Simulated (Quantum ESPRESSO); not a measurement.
# CdSe (P1) in Quantum ESPRESSO: reference runs

How does CdSe come out in PBE? The cell is run as given.

Everything below comes from runs of Quantum ESPRESSO 7.5. Logs are shortened: lines on timing, memory, paths and dates and some standing lists are left out, and cuts for length are marked.

### 1 Starting point

The typed cell holds 2 atoms: a = 4.227 Å, b = 4.269 Å, c = 4.295 Å, α = 57.39°, β = 57.08°, γ = 48.45°.

The cell comes from a database or a generator and needn't be the stable form of this composition.

### 2 Single point, PBE

pw.in

```
&CONTROL
  calculation = 'scf'
  prefix = 'pwscf'
  outdir = './tmp'
  pseudo_dir = './pseudo'
  tprnfor = .true.
  tstress = .true.
  disk_io = 'nowf'
/
&SYSTEM
  ibrav = 0
  nat = 2
  ntyp = 2
  ecutwfc = 60
  ecutrho = 480
  nbnd = 15
  occupations = 'smearing'
  smearing = 'fd'
  degauss = 0.00367493
/
&ELECTRONS
  conv_thr = 4d-10
  electron_maxstep = 120
  mixing_beta = 0.5
/
ATOMIC_SPECIES
Cd   112.4140 Cd.pbe-dn-rrkjus_psl.0.3.1.UPF
Se    78.9710 Se_pbe_v1.uspp.F.UPF
CELL_PARAMETERS angstrom
   0.3536056500    2.7867986600    3.1578559200
   2.8198472400    0.3227961300    3.1886654400
   3.0372883200    3.0350492600    0.1053550500
ATOMIC_POSITIONS crystal
Cd     0.0039739700    0.9969441300    0.0013165800
Se     0.4960260300    0.5030558700    0.4986834200
K_POINTS automatic
9 9 8 0 0 0
```

Potentials or basis: SSSP 1.3 efficiency PBE.

Run with:

```
> OMP_NUM_THREADS=1 pw.x -in pw.in > pw.out
```

pw.out:

```text
This program is part of the open-source Quantum ESPRESSO suite
     for quantum simulation of materials; please cite
         "P. Giannozzi et al., J. Phys.:Condens. Matter 21 395502 (2009);
         "P. Giannozzi et al., J. Phys.:Condens. Matter 29 465901 (2017);
         "P. Giannozzi et al., J. Chem. Phys. 152 154105 (2020);
     in publications or presentations arising from this work. More details at

     file Cd.pbe-dn-rrkjus_psl.0.3.1.UPF: wavefunction(s)  4D renormalized

     G-vector sticks info
     --------------------
     sticks:   dense  smooth     PW     G-vecs:    dense   smooth      PW
     Sum        1839     919    295                55931    19735    3529

     Using Slab Decomposition

     bravais-lattice index     =            0
     lattice parameter (alat)  =       7.9869  a.u.
     unit-cell volume          =     315.0253 (a.u.)^3
     number of atoms/cell      =            2
     number of atomic types    =            2
     number of electrons       =        18.00
     number of Kohn-Sham states=           15
     kinetic-energy cutoff     =      60.0000  Ry
     charge density cutoff     =     480.0000  Ry
     scf convergence threshold =      4.0E-10
     mixing beta               =       0.5000
     number of iterations used =            8  plain     mixing
     Exchange-correlation= SLA  PW   PBE  PBE
                           (   1   4   3   4   0   0   0)

     celldm(1)=   7.986935  celldm(2)=   0.000000  celldm(3)=   0.000000
     celldm(4)=   0.000000  celldm(5)=   0.000000  celldm(6)=   0.000000

     crystal axes: (cart. coord. in units of alat)
               a(1) = (   0.083664   0.659363   0.747156 )
               a(2) = (   0.667182   0.076374   0.754445 )
               a(3) = (   0.718629   0.718099   0.024927 )

     reciprocal axes: (cart. coord. in units 2 pi/alat)
               b(1) = ( -0.873129  0.849957  0.686095 )
               b(2) = (  0.841160 -0.865009  0.669178 )
               b(3) = (  0.712249  0.704129 -0.701147 )

     PseudoPot. # 1 for Cd read from file:
     Cd.pbe-dn-rrkjus_psl.0.3.1.UPF
     Pseudo is Ultrasoft + core correction, Zval = 12.0
     Generated using "atomic" code by A. Dal Corso  v.5.0.99 svn rev. 10869
     Using radial grid of 1239 points,  6 beta functions with:
                l(1) =   0
                l(2) =   0
                l(3) =   1
                l(4) =   1
                l(5) =   2
                l(6) =   2
     Q(r) pseudized with 0 coefficients

     PseudoPot. # 2 for Se read from file:
     Se_pbe_v1.uspp.F.UPF
     Pseudo is Ultrasoft + core correction, Zval =  6.0
     Generated by new atomic code, or converted to UPF format
     Using radial grid of  877 points,  6 beta functions with:
                l(1) =   0
                l(2) =   0
                l(3) =   1
                l(4) =   1
                l(5) =   2
                l(6) =   2
     Q(r) pseudized with  8 coefficients,  rinner =    1.300   1.300   1.300
                                                       1.300   1.300

     atomic species   valence    mass     pseudopotential
     Cd               12.00   112.41400     Cd( 1.00)
     Se                6.00    78.97100     Se( 1.00)

     No symmetry found

   Cartesian axes

     site n.     atom                  positions (alat units)
         1        Cd     tau(   1) = (   0.6664217   0.0797066   0.7551416  )
         2        Se     tau(   2) = (   0.7354976   0.7235857   0.7625674  )

     number of k points=   325  Fermi-Dirac smearing, width (Ry)=  0.0037

     Number of k-points >= 100: set verbosity='high' to print them.

     Dense  grid:    55931 G-vectors     FFT dimensions: (  60,  60,  60)

     Smooth grid:    19735 G-vectors     FFT dimensions: (  40,  40,  45)

     Initial potential from superposition of free atoms

     starting charge      17.9950, renormalised to      18.0000
     Starting wfcs are   13 randomized atomic wfcs +    2 random wfcs

     Self-consistent Calculation

     iteration #  1     ecut=    60.00 Ry     beta= 0.50
     Davidson diagonalization with overlap
     ethr =  1.00E-02,  avg # of iterations =  5.3

     Threshold (ethr) on eigenvalues was too large:
     Diagonalizing with lowered threshold

     Davidson diagonalization with overlap
     ethr =  2.43E-04,  avg # of iterations =  2.8

     total energy              =    -165.88884640 Ry
     estimated scf accuracy    <       0.04451646 Ry

     iteration #  2     ecut=    60.00 Ry     beta= 0.50
     Davidson diagonalization with overlap
     ethr =  2.47E-04,  avg # of iterations =  2.1

     total energy              =    -165.89807225 Ry
     estimated scf accuracy    <       0.00159993 Ry

     iteration #  3     ecut=    60.00 Ry     beta= 0.50
     Davidson diagonalization with overlap
     c_bands:  1 eigenvalues not converged
     c_bands:  1 eigenvalues not converged
     ethr =  8.89E-06,  avg # of iterations =  6.6

     total energy              =    -165.89836663 Ry
     estimated scf accuracy    <       0.00033601 Ry

     iteration #  4     ecut=    60.00 Ry     beta= 0.50
     Davidson diagonalization with overlap
     c_bands:  1 eigenvalues not converged
     ethr =  1.87E-06,  avg # of iterations =  4.5

     total energy              =    -165.89842580 Ry
     estimated scf accuracy    <       0.00004154 Ry

     iteration #  5     ecut=    60.00 Ry     beta= 0.50
     Davidson diagonalization with overlap
     ethr =  2.31E-07,  avg # of iterations =  4.3

     total energy              =    -165.89843841 Ry
     estimated scf accuracy    <       0.00000156 Ry

     iteration #  6     ecut=    60.00 Ry     beta= 0.50
     Davidson diagonalization with overlap
     ethr =  8.69E-09,  avg # of iterations =  5.9

     total energy              =    -165.89844023 Ry
     estimated scf accuracy    <       0.00000071 Ry

     iteration #  7     ecut=    60.00 Ry     beta= 0.50
     Davidson diagonalization with overlap
     ethr =  3.93E-09,  avg # of iterations =  2.2

     total energy              =    -165.89844047 Ry
     estimated scf accuracy    <       0.00000003 Ry

     iteration #  8     ecut=    60.00 Ry     beta= 0.50
     Davidson diagonalization with overlap
     ethr =  1.58E-10,  avg # of iterations =  6.5

     total energy              =    -165.89844051 Ry
     estimated scf accuracy    <          1.7E-09 Ry

     iteration #  9     ecut=    60.00 Ry     beta= 0.50
     Davidson diagonalization with overlap
     ethr =  9.69E-12,  avg # of iterations =  5.7

     End of self-consistent calculation

     Number of k-points >= 100: set verbosity='high' to print the bands.

     the Fermi energy is     8.0543 ev

!    total energy              =    -165.89844051 Ry
     estimated scf accuracy    <          6.7E-11 Ry
     smearing contrib. (-TS)   =      -0.00021071 Ry
     internal energy E=F+TS    =    -165.89822980 Ry

     The total energy is F=E-TS. E is the sum of the following terms:
     one-electron contribution =     -36.30948792 Ry
     hartree contribution      =      33.59956863 Ry
     xc contribution           =     -72.62652993 Ry
     ewald contribution        =     -90.56178058 Ry

     convergence has been achieved in   9 iterations

     Forces acting on atoms (cartesian axes, Ry/au):

     atom    1 type  1   force =    -0.00007969   -0.00359536    0.00026184
     atom    2 type  2   force =     0.00007969    0.00359536   -0.00026184

     Total force =     0.005099     Total SCF correction =     0.000002

     Computing stress (Cartesian axis) and pressure

          total   stress  (Ry/bohr**3)                   (kbar)     P=       25.43
   0.00036966  -0.00036690  -0.00007472           54.38      -53.97      -10.99
  -0.00036690   0.00037708  -0.00005569          -53.97       55.47       -8.19
  -0.00007472  -0.00005569  -0.00022812          -10.99       -8.19      -33.56

=------------------------------------------------------------------------------=
   JOB DONE.
=------------------------------------------------------------------------------=
```

It took 3.2 min on 1 thread of Intel Xeon Platinum 8488C (Sapphire Rapids), shared host; peak memory 0.42 GiB.

What came out:

* Free energy: -2257.1633 eV
* Pressure: 2.5 GPa
* Largest force: 0.093 eV/Å
* Band gap on the k mesh: none (metal or under the smearing width)

Forces on the atoms (eV/Å):
```
Cd  -0.002 -0.092  0.007
Se   0.002  0.092 -0.007
```

Stress tensor (GPa, compression positive):
```
 5.44 -5.40 -1.10
-5.40  5.55 -0.82
-1.10 -0.82 -3.36
```
